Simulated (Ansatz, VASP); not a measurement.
**Two plane-wave programs on AlN**

```
Al N
1.0
     3.34098    0.00000    0.00000
    -1.67049    2.89337    0.00000
     0.00000    0.00000    4.22235
Al N
2 2
Cartesian
  0.0000 1.9289 3.2312
  1.6705 0.9645 1.1201
  0.0000 1.9289 0.9314
  1.6705 0.9645 3.0425
```

Change from the starting cell: mode 4 frozen in at -0.123 Å, equal normal strain along x, y and z +0.0083.

Alike in both runs: task single point; functional PBE; k mesh 9 × 9 × 6; occupations gaussian, width 0.05 eV; no spin polarisation.

|  | VASP | Ansatz |
| --- | --- | --- |
| version | VASP 6.6.1 | Ansatz 0.2.0 |
| potentials or method | VASP PAW PBE potentials, release 64 (Al, N) | scalar-relativistic, plane waves, PAW |
| plane-wave cutoff (eV) | 520 | 520 |
| valence electrons in the cell | 16 | 16 |

VASP gave:

- gap on the k mesh at the Fermi level (eV): 3.23
- least direct gap on the mesh (eV): 3.23
- pressure (GPa): -2.2
- largest component of the traceless stress (GPa): 10.18
- rms of the force components (eV/Å): 0.275

What did Ansatz give for the same quantities?

gap on the k mesh at the Fermi level (eV): 3.22; least direct gap on the mesh (eV): 3.22; pressure (GPa): -2.0; largest component of the traceless stress (GPa): 10.04; rms of the force components (eV/Å): 0.274.

Atom by atom the forces differ by 0.001 eV/Å (rms over components).
